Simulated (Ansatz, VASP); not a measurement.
# SiC214: VASP beside Ansatz, part 2 of 2

Wanted: the spread between two codes on one cell, functional and k mesh. The cell is taken from a series of runs on this material, whose earlier steps may have relaxed, scaled, displaced or heated it; both programs get it as it stands.

VASP 6.6.1 and Ansatz 0.2.0.

So far: The starting structure; Ansatz: single point, PBE.

### 3. VASP: single point, PBE

Level of this step: PBE, spin-polarised from a ferromagnetic start; plane waves and PAW (C, Si) (VASP).

The same cell, functional, mesh and smearing now go to VASP, with its own data sets.

Lines of VASP's logs that name or quote its potential files are left out, and so is its time.

Contents of INCAR:

```
SYSTEM = SiC214
PREC = Accurate
ENCUT = 520
EDIFF = 1E-06
NELM = 200
ISMEAR = -1
SIGMA = 0.01
LREAL = Auto
ALGO = Normal
GGA = PE
NBANDS = 580
ISPIN = 2
MAGMOM = 0 0 0 0 0 0 0 0 0 0 0 0 0.01 0.01 0.01 0.1 0 0 0 0 0 0 0 0 0 0 0 0 0.01 0.01 0.1 0.01 0 0 0.01 0.01 0 0 0.01 0.01 0 0 0 0.01 0 0 0 0 0 0 0 0 0 0 0 0 0 0 0.01 0 0 0 0 0 0 0 0 0 0 0 0 0 0 0 0 0 0.01 0.1 0.01 0.01 0 0.01 0 0.01 0 0.01 0 0.01 0 0 0 0.01 0 0 0 0 0 0.01 0.01 0 0 0.01 0.01 0 0.1 0.1 0.1 0 0 0 0 0 0 0 0 0 0 0 0 0 0.01 0 0 0 0 0 0 0 0 0 0 0 0 0 0.01 0 0 0 0 0 0 0 0 0 0 0 0 0 0 0 0 0.01 0 0 0 0 0 0 0 0 0 0 0 0 0 0 0 0.01 0 0 0 0 0 0 0 0 0 0 0 0 0 0 0.01 0 0 0 0 0 0 0 0 0 0 0 0 0 0 0 0.01 0 0 0 0 0 0 0 0 0 0 0 0 0 0 0 0.02
LORBIT = 11
LWAVE = .FALSE.
LCHARG = .FALSE.
ISIF = 2
NUPDOWN = 2
LASPH = .TRUE.
GGA_COMPAT = .FALSE.
```

Contents of POSCAR:

```
SiC214
1.0
   10.7146870783      0.0000000000      0.0000000000
    0.0000000000     10.7146870783      0.0000000000
    0.0000000000      0.0000000000     10.7146870783
C Si
214 1
Direct
    0.0007428439      0.0007351724      0.0006205460
    0.0017460217      0.1678541502      0.1677397087
[... 3 atom lines left out ...]
    0.0856075834      0.2519229126      0.2518085166
    0.2519319941      0.0856003510      0.2518088222
    0.2519313624      0.2519234655      0.0854853751
[... 3 atom lines left out ...]
    0.1698894090      0.1698814258      0.3358200569
[... 1 atom line left out ...]
    0.0815882077      0.2497952907      0.5854567127
    0.2498030263      0.0815808054      0.5854568587
    0.2489885564      0.2489827094      0.4265224076
[... 10 atom lines left out ...]
    0.1698878499      0.3359341506      0.1697649967
[... 3 atom lines left out ...]
    0.2489885716      0.4266371471      0.2488652386
[... 1 atom line left out ...]
    0.0006191544      0.3340784970      0.3339636266
[... 1 atom line left out ...]
    0.1644757193      0.3331780582      0.5035815209
    0.1644752757      0.5036967002      0.3330619111
    0.0829700609      0.4173071455      0.4171917583
[... 1 atom line left out ...]
    0.2466666825      0.4171791835      0.5857733162
    0.2466674670      0.5858887897      0.4170626582
[... 33 atom lines left out ...]
    0.3359422100      0.1698812422      0.1697656982
[... 3 atom lines left out ...]
    0.4266475937      0.2489811182      0.2488636728
[... 2 atom lines left out ...]
    0.3340862911      0.0006128724      0.3339636888
    0.3331845583      0.1644690972      0.5035815903
[... 1 atom line left out ...]
    0.5037060161      0.1644679456      0.3330614010
    0.4173140436      0.0829631768      0.4171903220
    0.4171875581      0.2466584452      0.5857734831
[... 1 atom line left out ...]
    0.5858981819      0.2466583815      0.4170633990
[... 8 atom lines left out ...]
    0.3340857815      0.3340785173      0.0004965795
    0.3331854496      0.5036971517      0.1643520571
    0.5037049899      0.3331787418      0.1643512425
[... 1 atom line left out ...]
    0.4173151636      0.4173076504      0.0828468878
    0.4171867629      0.5858896021      0.2465435195
    0.5858980372      0.4171787151      0.2465433976
[... 1 atom line left out ...]
    0.3237266125      0.5013746137      0.5012574933
    0.5013829607      0.3237180299      0.5012577264
    0.5013821363      0.5013749859      0.3236024689
    0.4144294969      0.5804742828      0.5803585919
    0.5804837224      0.4144206114      0.5803604853
    0.5804836050      0.5804759279      0.4143068253
    0.3330581414      0.3330499323      0.6672776741
[... 2 atom lines left out ...]
    0.4984401398      0.4984317085      0.6646401034
    0.4162848509      0.4162771427      0.7496281564
[... 11 atom lines left out ...]
    0.3330575998      0.6673933071      0.3329340873
[... 1 atom line left out ...]
    0.4984403485      0.6647553182      0.4983173343
[... 1 atom line left out ...]
    0.4162852251      0.7497443108      0.4161621097
[... 43 atom lines left out ...]
    0.6674030737      0.3330494858      0.3329338330
    0.6647629748      0.4984323162      0.4983177009
[... 2 atom lines left out ...]
    0.7497523003      0.4162771737      0.4161629766
[... 35 atom lines left out ...]
    0.3751911492      0.3751840951      0.3750654664
```

Contents of KPOINTS:

```
Automatic mesh
0
Gamma
1 1 1
0 0 0
```

The projector-augmented-wave data sets are C and Si (PBE family, release 64).

Started as:

```bash
> export OMP_NUM_THREADS=3
> mpirun -np 1 vasp_gam
```

Output:

```text
[banner, memory and clock lines left out]
running    1 mpi-ranks, on    1 nodes
[...]
Offloading initialized ...    1 GPUs detected
[...]
LDA part: xc-table for (Slater+PW92), standard interpolation
 POSCAR, INCAR and KPOINTS ok, starting setup
[...]
entering main loop
       N       E                     dE             d eps       ncg     rms          rms(c)
DAV:   1     0.613072706282E+04    0.61307E+04   -0.52320E+05  2320   0.154E+03
DAV:   2    -0.141246133989E+04   -0.75432E+04   -0.70678E+04  3024   0.352E+02
DAV:   3    -0.199839071483E+04   -0.58593E+03   -0.57934E+03  2920   0.931E+01
DAV:   4    -0.201212815200E+04   -0.13737E+02   -0.13673E+02  2904   0.156E+01
[...]
DAV:  14    -0.194430517028E+04   -0.55806E-04   -0.39277E-05  2800   0.109E-02    0.147E-02
DAV:  15    -0.194430517612E+04   -0.58404E-05   -0.97780E-06  2800   0.486E-03    0.260E-03
DAV:  16    -0.194430517626E+04   -0.13356E-06   -0.46228E-07  1856   0.101E-03
   1 F= -.19443052E+04 E0= -.19443052E+04  d E =-.384108E-12  mag=     2.0000
```

From OUTCAR (step 3):

```text
 magnetization (x)
# of ion       s       p       d       tot
------------------------------------------
    1        0.000   0.001   0.000   0.001
    2       -0.000   0.000   0.000   0.000
    3       -0.000   0.000   0.000   0.000
    4       -0.000   0.000   0.000   0.000
    5       -0.000   0.000   0.000   0.000
    6        0.000   0.004   0.000   0.004
[...]
213        0.000   0.002   0.000   0.002
  214        0.000   0.002   0.000   0.002
  215       -0.009  -0.021   0.000  -0.030
--------------------------------------------------
tot          0.089   1.271   0.000   1.360
```

The run ends at a pressure of 1.87 GPa, with forces up to 0.13 eV/Å.

### 4. Differences

Known differences besides the potentials themselves: VASP starts from the moments at which Ansatz ended; the cutoff is 420 eV in Ansatz and 520 eV in VASP (PREC = Accurate, projectors in real space); site moments are counted in spheres of each program's own size. Total energies have different zeros and are not compared.

Compared:

| quantity | Ansatz | VASP | difference |
| --- | --- | --- | --- |
| total moment, fixed by the input (μB) | 2.00 | 2.00 | 0.00 |
| moment on C16 (μB) | 0.10 | 0.12 | -0.03 |
| moment on C31 (μB) | 0.10 | 0.12 | -0.03 |
| moment on C78 (μB) | 0.10 | 0.12 | -0.03 |
| moment on C105 (μB) | 0.10 | 0.12 | -0.03 |
| moment on C106 (μB) | 0.10 | 0.12 | -0.03 |
| moment on C107 (μB) | 0.10 | 0.12 | -0.03 |

At this near-relaxed geometry the largest component of a force difference is 17 meV/Å.

### 5. Outcome

| Property | Result |
| --- | --- |
| difference in moment on C16 (single point, PBE) | -0.027 μB |

**Reading.** The difference in moment on C16 is -0.027 μB (single point, PBE). How closely two codes agree says nothing of how well the functional describes the real material.

[Lines on the potential files, build, host, timing and source positions are cut from VASP's logs without a mark.]

[Logs are printed without paths, hosts, clocks, repeated set-up lines and the standing remarks that a program may print on its own settings, such as how far it seeks lower states.]

[Hosts, paths, dates, database ids (printed as entryN), source tags and the programs' standing remarks are cut or masked in the printed files.]
